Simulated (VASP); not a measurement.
# Sb (R-3m) in VASP: a series of runs

One crystal, Sb, is run at these levels: PBE, rev-vdW-DF2, r2SCAN; tasks: relaxation of cell and atoms.

Everything below comes from runs of VASP 6.6.1. Logs are shortened: lines on timing, memory, paths and dates and some standing lists are left out, and cuts for length are marked.

## Step 1: Starting point

Symmetry: R-3m, No. 166, trigonal system. The conventional cell has a = 4.308 Å, b = 4.308 Å, c = 11.274 Å, α = 90.00°, β = 90.00°, γ = 120.00°. Sb (site symmetry 3m) is surrounded by 3 Sb at 2.91 Å.

## Step 2: Relaxation of cell and atoms, PBE

Contents of INCAR:

```
SYSTEM = Sb
PREC     = Accurate       ! precision mode
ENCUT    = 600            ! plane-wave cutoff, eV
EDIFF    = 1E-6           ! SCF threshold, eV
ISMEAR   = 1              ! smearing method
SIGMA    = 0.1            ! smearing width, eV
LREAL    = .False.        ! projectors in reciprocal space
LASPH    = .True.         ! aspherical terms in the spheres
NELM     = 80             ! most SCF steps
ALGO     = Normal         ! electronic algorithm
ISIF     = 3              ! what is computed and relaxed
LWAVE    = .False.        ! write WAVECAR
LCHARG   = .False.        ! write CHGCAR
GGA      = PE             ! functional
IBRION   = 2              ! ionic algorithm
NSW      = 90             ! ionic steps
EDIFFG   = -0.01          ! ionic threshold
```

Contents of KPOINTS:

```
Automatic mesh
0
Gamma
  10 10 10
  0 0 0
```

Contents of POSCAR:

```
Sb
1.0
    2.1542000000      1.2437279499      3.7580000000
   -2.1542000000      1.2437279499      3.7580000000
    0.0000000000     -2.4874558998      3.7580000000
Sb
2
Direct
    0.2334900000      0.2334900000      0.2334900000
    0.7665100000      0.7665100000      0.7665100000
```

Potentials or basis: VASP PAW PBE potentials, release 64 (Sb).

Run with:

```console
> cat potpaw_PBE.64/Sb/POTCAR > POTCAR
> mpirun -np 1 vasp_std > vasp.out
```

OUTCAR:

```text
SYSTEM = Sb
   PREC = Accurate
   ENCUT = 600
   EDIFF = 1E-6
   ISMEAR = 1
   LREAL = .False.
   LASPH = .True.
   NELM = 80
   ISIF = 3
   GGA = PE
   IBRION = 2
   NSW = 90
   EDIFFG = -0.01

 ion  position               nearest neighbor table
   1  0.233  0.233  0.233-   2 2.91   2 2.91   2 2.91   2 3.35   2 3.35   2 3.35
   2  0.767  0.767  0.767-   1 2.91   1 2.91   1 2.91   1 3.35   1 3.35   1 3.35

  LATTYP: Found a trigonal (rhomboedric) cell.
 ALAT       =     4.5066618304
 COS(alpha) =     0.5430253624

  Lattice vectors:

 A1 = (   2.1542000000,   1.2437279499,   3.7580000000)
 A2 = (  -2.1542000000,   1.2437279499,   3.7580000000)
 A3 = (   0.0000000000,  -2.4874558998,   3.7580000000)

Analysis of symmetry for initial positions (statically):
=====================================================================
 Subroutine PRICEL returns:
 Original cell was already a primitive cell.

 Routine SETGRP: Setting up the symmetry group for a
 trigonal (rhombohedral) supercell.

 Subroutine GETGRP returns: Found 12 space group operations
 (whereof 12 operations were pure point group operations)
 out of a pool of 12 trial point group operations.

The static configuration has the point symmetry D_3d.

Analysis of symmetry for dynamics (positions and initial velocities):
=====================================================================
 Subroutine PRICEL returns:
 Original cell was already a primitive cell.

 Routine SETGRP: Setting up the symmetry group for a
 trigonal (rhombohedral) supercell.

 Subroutine GETGRP returns: Found 12 space group operations
 (whereof 12 operations were pure point group operations)
 out of a pool of 12 trial point group operations.

The dynamic configuration has the point symmetry D_3d.

 Subroutine INISYM returns: Found 12 space group operations
 (whereof 12 operations are pure point group operations),
 and found     1 'primitive' translations

----------------------------------------------------------------------------------------

                                     Primitive cell

  volume of cell :      60.4115

  direct lattice vectors                    reciprocal lattice vectors
     2.154200000  1.243727950  3.758000000     0.232104726  0.134005726  0.088699663
    -2.154200000  1.243727950  3.758000000    -0.232104726  0.134005726  0.088699663
     0.000000000 -2.487455900  3.758000000     0.000000000 -0.268011452  0.088699663

  length of vectors
     4.506661830  4.506661830  4.506661830     0.282307932  0.282307932  0.282307932

  position of ions in fractional coordinates (direct lattice)
     0.233490000  0.233490000  0.233490000
     0.766510000  0.766510000  0.766510000

  ion indices of the primitive-cell ions
   primitive index   ion index
                 1           1
                 2           2

----------------------------------------------------------------------------------------

 KPOINTS: Automatic mesh

Automatic generation of k-mesh.
 Grid dimensions read from file:
 generate k-points for:   10   10   10

 Generating k-lattice:

  Cartesian coordinates                     Fractional coordinates (reciprocal lattice)
     0.023210473  0.013400573  0.008869966     0.100000000  0.000000000 -0.000000000
    -0.023210473  0.013400573  0.008869966     0.000000000  0.100000000 -0.000000000
     0.000000000 -0.026801145  0.008869966    -0.000000000 -0.000000000  0.100000000

  Length of vectors
     0.028230793  0.028230793  0.028230793

  Shift w.r.t. Gamma in fractional coordinates (k-lattice)
     0.000000000  0.000000000  0.000000000

 Subroutine IBZKPT returns following result:
 ===========================================

 Found    116 irreducible k-points:

 Following reciprocal coordinates:
            Coordinates               Weight
  0.000000  0.000000  0.000000      1.000000
  0.100000 -0.000000 -0.000000      6.000000
  0.200000 -0.000000 -0.000000      6.000000
  0.300000 -0.000000 -0.000000      6.000000
  0.400000 -0.000000  0.000000      6.000000
  0.500000 -0.000000 -0.000000      3.000000
[... 16 lines left out ...]
  0.300000  0.300000 -0.000000      6.000000
  0.400000  0.300000 -0.000000     12.000000
 [... further k-points ...]
   k-points           NKPTS =    116   k-points in BZ     NKDIM =    116   number of bands    NBANDS=      9
   number of dos      NEDOS =    301   number of ions     NIONS =      2
   total plane-waves  NPLWV =  46656
   dimension x,y,z NGX =    36 NGY =   36 NGZ =   36
   dimension x,y,z NGXF=    72 NGYF=   72 NGZF=   72
   ions per type =               2
   NGX,Y,Z   is equivalent  to a cutoff of  13.28, 13.28, 13.28 a.u.
   NGXF,Y,Z  is equivalent  to a cutoff of  26.56, 26.56, 26.56 a.u.
 SYSTEM =  Sb
   PREC   = accura    normal or accurate (medium, high low for compatibility)
   ISTART =      0    job   : 0-new  1-cont  2-samecut
   ICHARG =      2    charge: 1-file 2-atom 10-const
   ISPIN  =      1    spin polarized calculation?
   LNONCOLLINEAR =      F non collinear calculations
   LSORBIT =      F    spin-orbit coupling
   LASPH  =      T    aspherical Exc in radial PAW
   ENCUT  =  600.0 eV  44.10 Ry    6.64 a.u.   9.00  9.00  9.00*2*pi/ulx,y,z
   NELM   =     80;   NELMIN=  2; NELMDL= -5     # of ELM steps
   EDIFF  = 0.1E-05   stopping-criterion for ELM
   LREAL  =      F    real-space projection
   EDIFFG = -.1E-01   stopping-criterion for IOM
   NSW    =     90    number of steps for IOM
   IBRION =      2    ionic relax: 0-MD 1-quasi-New 2-CG
   NFREE  =      1    steps in history (QN), initial steepest desc. (CG)
   ISIF   =      3    stress and relaxation
   ISYM   =      2    0-nonsym 1-usesym 2-fastsym
   POTIM  = 0.5000    time-step for ionic-motion
   TEBEG  =    0.0;   TEEND  =   0.0 temperature during run
   PSTRESS=    0.0 pullay stress
   NELECT =      10.0000    total number of electrons
   NUPDOWN=      -1.0000    fix difference up-down
   EMIN   =  10.00;   EMAX   =-10.00  energy-range for DOS
   EFERMI =   0.00;   METHOD = LEGACY
   ISMEAR =     1;   SIGMA  =   0.10  broadening in eV -4-tet -1-fermi 0-gaus
   EFERMI_NEDOS =   21; number of points for ismear=-14 and -15
   IALGO  =     38    algorithm
   IMIX   =      4    mixing-type and parameters
     AMIX     =   0.40;   BMIX     =  1.00
     AMIX_MAG =   1.60;   BMIX_MAG =  1.00
  volume/ion in A,a.u.               =      30.21       203.84
  Fermi-wavevector in a.u.,A,eV,Ry     =   0.898880  1.698637 10.993305  0.807985
  Thomas-Fermi vector in A             =   2.021644
   LORBIT       =      0    0 simple, 1 ext, 2 COOP (PROOUT), +10 PAW based schemes
   GGA     = PE    functional components
   LHFCALC =     F    Hartree Fock is set to
   AEXX    =    0.0000 exact exchange contribution
   IVDW    =     0    specifies the selected vdW correction
   LEPSILON=     F    determine dielectric tensor
   LRPA    =     F    only Hartree local field effects (RPA)
 conjugate gradient relaxation of ions
 non-spin polarized calculation
 Methfessel and Paxton  Order N= 1 SIGMA  =   0.10
  energy-cutoff  :      600.00
  volume of cell :       60.41
 maximum number of plane-waves:      2036
   NGX = 17   NGY = 17   NGZ = 17

--------------------------------------- Ionic step        1  -------------------------------------------

 number of electron      10.0000000 magnetization

 Free energy of the ion-electron system (eV)
  ---------------------------------------------------
  ext. energy  EPLUGINS =         0.00000000
  ---------------------------------------------------
  free energy    TOTEN  =        -8.25296810 eV

  energy without entropy =       -8.25298583  energy(sigma->0) =       -8.25297401

------------------------ aborting loop because EDIFF is reached ----------------------------------------

  FORCE on cell =-STRESS in cart. coord.  units (eV):
  Direction    XX          YY          ZZ          XY          YZ          ZX
  --------------------------------------------------------------------------------------
  -------------------------------------------------------------------------------------
  Total        1.1281318      1.1281318      0.9059810     -0.0000000     -0.0000000      0.0000000
  in kB       29.9192694     29.9192694     24.0275898     -0.0000000     -0.0000000      0.0000000
  external PRESSURE =      27.9553762 kB  Pullay stress =       0.0000000 kB
[... 201 lines left out ...]
  energy  without entropy=       -8.2778500723  energy(sigma->0) =       -8.27789746

--------------------------------------- Ionic step        7  -------------------------------------------

 number of electron      10.0000000 magnetization

 Free energy of the ion-electron system (eV)
  ---------------------------------------------------
  ext. energy  EPLUGINS =         0.00000000
  ---------------------------------------------------
  free energy    TOTEN  =        -8.27797425 eV

  energy without entropy =       -8.27783250  energy(sigma->0) =       -8.27792700

 E-fermi :   6.6356     XC(G=0):  -9.3157

 val. band max:        6.6220091104   @ k =   0.4000   0.1000   0.1000
 cond. band min:       6.7070710962   @ k =   0.4000   0.1000   0.1000
 fundamental gap:      0.0850619858
 Fermi energy:         6.6355697207

 k-point     1 :       0.0000    0.0000    0.0000
  band No.  band energies     occupation
      1      -5.6761      2.00000
      2       1.6249      2.00000
      3       4.7395      2.00000
      4       4.9598      2.00000
      5       4.9598      2.00000
      6       8.6773      0.00000
      7       9.2751      0.00000
      8       9.2751      0.00000
      9      11.8089      0.00000
[... 265 lines left out ...]
 k-point    24 :       0.4000    0.3000   -0.0000
  band No.  band energies     occupation
      1      -4.1300      2.00000
      2      -0.9494      2.00000
      3       2.5610      2.00000
      4       3.5055      2.00000
      5       3.8029      2.00000
      6       8.8451      0.00000
      7      10.4149      0.00000
      8      10.6898      0.00000
      9      11.1028      0.00000

 [... further k-points ...]

------------------------ aborting loop because EDIFF is reached ----------------------------------------

  FORCE on cell =-STRESS in cart. coord.  units (eV):
  Direction    XX          YY          ZZ          XY          YZ          ZX
  --------------------------------------------------------------------------------------
  -------------------------------------------------------------------------------------
  Total        0.0075055      0.0075055      0.0067645      0.0000000      0.0000000      0.0000000
  in kB        0.1893687      0.1893687      0.1706732      0.0000000      0.0000000      0.0000000
  external PRESSURE =       0.1831368 kB  Pullay stress =       0.0000000 kB
[... 17 lines left out ...]
  FREE ENERGIE OF THE ION-ELECTRON SYSTEM (eV)
  ---------------------------------------------------
  free  energy   TOTEN  =        -8.2779742503 eV

  energy  without entropy=       -8.2778325025  energy(sigma->0) =       -8.27792700

 reached required accuracy - stopping structural energy minimisation
```

Run time: 78 s. Hardware: 1 thread of Intel Xeon 6975P-C (Granite Rapids), shared host; peak memory 0.26 GiB.

What came out:

```
Free energy                            : -8.2780 eV
Relaxed volume                         : 31.75 Å³/atom
Relaxed cell                           : a = 4.583 Å, b = 4.583 Å, c = 4.583 Å, α = 57.08°, β = 57.08°, γ = 57.08°
Space group after relaxing (to 0.05 Å) : R-3m (No. 166)
Energy gained by relaxing              : 12.5 meV/atom
Ionic steps                            : 7
Pressure after relaxing                : 0.0 GPa
Band gap on the k mesh                 : none (metal or under the smearing width)
```

Forces in eV/Å, atoms in the order of the input:
```
Sb   0.000  0.000  0.002
Sb   0.000  0.000 -0.002
```

Step by step:
| step | energy change (eV) | largest force (eV/Å) | pressure (GPa) | volume (Å³) |
| --- | --- | --- | --- | --- |
| 1 | 0.0000 | 0.2274 | 2.80 | 60.41 |
| 2 | -0.0132 | 0.2313 | -1.57 | 65.14 |
| 3 | -0.0244 | 0.0582 | 0.04 | 63.15 |
| 4 | -0.0247 | 0.0395 | 0.03 | 63.23 |
| 5 | -0.0249 | 0.0030 | 0.01 | 63.39 |
| 6 | -0.0250 | 0.0014 | 0.01 | 63.43 |
| 7 | -0.0250 | 0.0022 | 0.02 | 63.50 |

Final structure:
```yaml
crystal:
  lattice:
    - [2.18986, 1.26432, 3.82257]
    - [-2.18986, 1.26432, 3.82257]
    - [0.00000, -2.52864, 3.82257]
  atoms:
    - { symbol: Sb, position: [0.23321, 0.23321, 0.23321] }
    - { symbol: Sb, position: [0.76679, 0.76679, 0.76679] }
```

Spin-orbit coupling is left out, which matters for the levels of Sb. PBE usually gives volumes a little too large and moduli too small.

(Continued in part 2 of 2.)
